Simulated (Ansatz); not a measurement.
Input and command of a plane-wave DFT calculation in Ansatz:

```yaml
crystal:
  lattice:
    - [3.0472481627, 0.0, 0.0]
    - [0.0, 5.0846205317, 0.0]
    - [0.0, 0.0, 5.4648974433]
  atoms:
    - { symbol: Mg, position: [0.0, 0.0, 0.6760563736] }
    - { symbol: Mg, position: [0.0, 0.5, 0.32628161] }
    - { symbol: Mg, position: [0.5, 0.5, 0.8351415105] }
basis:
  ecutwfc: 420
kpoints:
  mp_grid: { grid: [12, 8, 6] }
hamiltonian:
  xc: pbe
scf:
  occupations: { method: gaussian, width: 0.1 }
output:
  forces: true
  stress: true
  eigenvalues: true
relax:
  adjacent_minimum: "off"
  f_tol: 0.025
  max_steps: 70
  cell: { stress_tol: 0.12 }
```

```bash
ansatz run input.yaml --threads 2 --pin off --max-ram 5120MiB --backend cpu --events-out ev --progress --plain --runs-dir out
```

Processor: AMD EPYC 9R14 (Zen 4), 2 threads, on a host shared with other jobs.

Task: How long does it run, and how much memory does it take?

Result: About 24 s on 2 threads of AMD EPYC 9R14 (Zen 4) (shared host), peak memory 0.58 GiB. It solves 19 bands at 140 k points (the mesh reduced by the symmetry that the task leaves, which can be less than the crystal's) with about 1639 plane waves (on the last cell), in 29 SCF iterations over 6 ionic steps.
